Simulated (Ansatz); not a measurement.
Tl, fcc: how the functional moves the structure

All rows: Ansatz, plane waves with scalar-relativistic PAW, 420 eV (500 eV for the SCAN forms), relaxed under each functional, no dispersion correction, no zero-point motion. B₀ comes from uniform scaling at fixed shape; a dash is a value not given.

```
functional  V (Å³/atom)         cell  B₀ (GPa)     magnetic state  ΔE to hcp (meV/atom)
       PBE        31.26  a = 5.000 Å        27  spin not included                    19
    r²SCAN        29.90  a = 4.927 Å        32  spin not included                    17
    PBEsol        28.43  a = 4.845 Å        37  spin not included                    15
       LDA        27.12  a = 4.769 Å        44  spin not included                    13
    revPBE        32.88  a = 5.085 Å        22  spin not included                    21
      RPBE        33.51  a = 5.118 Å        20  spin not included                    23
      BLYP        35.40  a = 5.212 Å        18  spin not included                    25
```

LDA gives the smallest volume and BLYP the largest.
